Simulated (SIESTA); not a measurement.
# Ti in SIESTA: convergence with basis size

The system is Ti.

```xyz
2
Lattice="2.9500 0.0000 0.0000 -1.4750 2.5548 0.0000 0.0000 0.0000 4.6800" Properties=species:S:1:pos:R:3 pbc="T T T"
Ti    1.5420    0.8351    3.5029
Ti    0.0045    1.7191    1.1641
```

The cell isn't the ideal one: atoms moved at random, drawn with an rms of 0.05 Å.

| Property | Result |
| --- | --- |
| Program | SIESTA 5.4.2 |
| Task | single point |
| Functional | PBE |
| Potentials or basis | PseudoDojo 0.4 standard (PBE files) |
| Basis | SZ (energy shift 0.003 Ry) |
| Grid cutoff | 800 Ry |
| Energy shift | 0.003 Ry |
| k mesh | 8 × 8 × 4 |
| Occupations | fermi-dirac, width 0.05 eV |
| Spin | no spin polarisation |

These are the settings of the first run; the series varies basis size, with any setting tied to it.

Hardware: 1 thread of Intel(R) Xeon(R) Platinum 8259CL CPU @ 2.50GHz (Skylake/Cascade Lake), with other jobs on the host.

Problem. The values tried are SZ, SZP, DZ, DZP, DZDP, TZP, TZDP, TZTP, loosest first. From which on does the largest force stay within 0.005 eV/Å of the tightest run that finished?

Solution. From DZ on.

| basis size | energy less the tightest run, at zero smearing (meV/atom) | pressure (GPa) | largest force (eV/Å) | SCF cycles | CPU time (s) | peak memory (GiB) |
| --- | --- | --- | --- | --- | --- | --- |
| SZ | 2085.04 | -10.01 | 0.002 | 8 | 28 | 0.27 |
| SZP | 283.31 | 1.58 | 0.094 | 8 | 68 | 0.34 |
| DZ | 177.50 | -4.53 | 0.110 | 11 | 56 | 0.29 |
| DZP | 34.07 | -1.52 | 0.114 | 10 | 110 | 0.36 |
| DZDP | 16.38 | -1.68 | 0.113 | 10 | 140 | 0.4 |
| TZP | 18.30 | -1.57 | 0.114 | 10 | 140 | 0.4 |
| TZDP | 4.70 | -1.67 | 0.112 | 10 | 190 | 0.43 |
| TZTP | 0.00 | -1.64 | 0.113 | 10 | 270 | 0.49 |

Against the tightest run, the pressure stays within 0.1 GPa from DZDP on. Not settled before the last step: the energy (to 1 meV/atom). The tightest run that finished is the yardstick and may itself not be fully converged.

Caveat, for the tightest run too: the basis of atomic orbitals isn't converged, which shifts pressures, moduli and gaps.
